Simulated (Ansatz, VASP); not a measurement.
MgTe: VASP beside Ansatz

```
Mg Te
1.0
     4.59020    0.00000    0.00000
    -2.29510    3.97523    0.00000
     0.00000    0.00000    7.43781
Mg Te
2 2
Direct
  0.33333 0.66667 0.99599
  0.66667 0.33333 0.49599
  0.33333 0.66667 0.37401
  0.66667 0.33333 0.87401
```

The cell is a database's computed one.

Alike in both runs: task relaxation of cell and atoms; functional PBE; k mesh 9 × 9 × 4; occupations gaussian, width 0.02 eV; no spin polarisation.

|  | VASP | Ansatz |
| --- | --- | --- |
| version | VASP 6.6.1 | Ansatz 0.2.0 |
| potentials or method | VASP PAW PBE potentials, release 64 (Mg, Te) | scalar-relativistic, plane waves, PAW |
| plane-wave cutoff (eV) | 600 | 420 |
| valence electrons in the cell | 16 | 52 |

Ansatz gave:

| Property | Result |
| --- | --- |
| gap on the k mesh at the Fermi level, each at its own relaxed structure (eV) | 2.37 |
| relaxed volume (Å³/atom) | 34.49 |
| relaxed cell length with the largest relative difference (Å) | 4.609 |
| energy change over the relaxation (meV/atom) | -1 |

Which values does VASP return?

gap on the k mesh at the Fermi level, each at its own relaxed structure (eV): 2.36; relaxed volume (Å³/atom): 34.47; relaxed cell length with the largest relative difference (Å): 4.607; energy change over the relaxation (meV/atom): -1.

The two sets of potentials don't hold the same shells in valence.

Caveats: spin-orbit coupling is left out, which moves the levels of the heavy elements.
